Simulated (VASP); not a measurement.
Set up this calculation in VASP 6.6.1, as an ASE script.

```yaml
Task: single point
Functional: RPBE
Potentials_or_basis: VASP PAW PBE potentials, release 54 (Pb_d)
Cutoff: 520 eV
k_mesh: 9 × 9 × 5
Occupations: gaussian, width 0.1 eV
Spin: no spin polarisation
Further_INCAR_settings: ALGO = Normal; EDIFF = 1.00e-07; NBANDS = 21
```

The structure of Pb lies in Pb.cif:

```cif
data_Pb
_cell_length_a 3.48000000
_cell_length_b 3.48000000
_cell_length_c 5.59000000
_cell_angle_alpha 90.00000000
_cell_angle_beta 90.00000000
_cell_angle_gamma 120.00000000
_space_group_name_H-M_alt 'P1'
_space_group_name_Hall 'P 1'
_space_group_IT_number 1
loop_
_space_group_symop_operation_xyz
'x,y,z'
loop_
_atom_site_label
_atom_site_type_symbol
_atom_site_symmetry_multiplicity
_atom_site_Wyckoff_symbol
_atom_site_fract_x
_atom_site_fract_y
_atom_site_fract_z
_atom_site_occupancy
Pb1 Pb 1 a 0.6666666667 0.3333333333 0.7500000000 1
Pb2 Pb 1 a 0.3333333333 0.6666666667 0.2500000000 1
```

This isn't the form of Pb at room conditions, which is fcc.

One way to write it, as run:

run.py

```python
from ase.calculators.vasp import Vasp
from ase.dft.bandgap import bandgap
from ase.io import read

atoms = read('Pb.cif')
calc = Vasp(
    directory='calc',
    xc='rpbe',
    pp='PBE',
    setups='recommended',
    pp_version='54',
    prec='Accurate',
    encut=520,
    ediff=1e-07,
    ismear=0,
    sigma=0.1,
    lreal=False,
    lasph=True,
    nelm=100,
    algo='Normal',
    isif=2,
    lwave=False,
    lcharg=False,
    kpts=[9, 9, 5],
    gamma=True,
    nbands=21,
)
atoms.calc = calc

print('energy (eV):', atoms.get_potential_energy())
print('free energy (eV):', atoms.get_potential_energy(force_consistent=True))
print('forces (eV/A):')
print(atoms.get_forces())
print('stress (eV/A^3, Voigt):', atoms.get_stress())
print('Fermi level (eV):', calc.get_fermi_level())
gap, top, bottom = bandgap(calc)
print('band gap (eV):', gap, 'from (spin, k, band)', top, 'to', bottom)
```

Potentials or basis: VASP PAW PBE potentials, release 54 (Pb_d).

Run with:

```console
$ python run.py
```

It gave:

| Item | Value |
| --- | --- |
| Pressure | 5.7 GPa |
| Band gap on the k mesh | none (metal or under the smearing width) |

Caveat: the PAW data sets were made with another functional, which shifts forces and pressure a little.

It took 22 s on 1 thread of Intel(R) Xeon(R) Platinum 8488C (Sapphire Rapids), with other jobs on the host, peak memory 0.18 GiB.
